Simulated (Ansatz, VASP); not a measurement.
## One calculation of AlN, two programs

```xyz
4
Lattice="3.0886 0.0000 -0.4633 -1.5443 2.6748 0.2316 -0.7415 0.0000 4.8778" Properties=species:S:1:pos:R:3 pbc="T T T"
Al    0.0544    1.7777    0.0238
Al    1.2279    0.8971    2.2311
N    -0.3399    1.8404    1.8541
N     0.8336    0.8344    4.0614
```

Change from the starting cell: engineering shear strain xz -0.3000, normal strain along z -0.0133.

Alike in both runs: functional LDA; k mesh 9 × 9 × 6; occupations gaussian, width 0.05 eV; no spin polarisation.

Ansatz relaxed the structure, and its values are those at the end. VASP's run is a single point on that final structure, the one shown.

```csv
,VASP,Ansatz
version,VASP 6.6.1,Ansatz 0.2.0
potentials or method,"VASP PAW LDA potentials, release 64 (Al, N)","scalar-relativistic, plane waves, PAW"
plane-wave cutoff (eV),520,520
valence electrons in the cell,16,16
```

```tsv
	VASP	Ansatz	Ansatz less VASP
gap on the k mesh at the Fermi level (eV)	2.71	2.71	-0.003
least direct gap on the mesh (eV)	2.71	2.71	-0.003
pressure (GPa)	5.4	4.7	-0.71
rms of the force components (eV/Å)	0.019	0.002	-0.0171
```

Ansatz warned: «pseudo_functional_mismatch».

Caveats: an odd mesh through Γ misses points on the zone boundary, where band edges often lie.
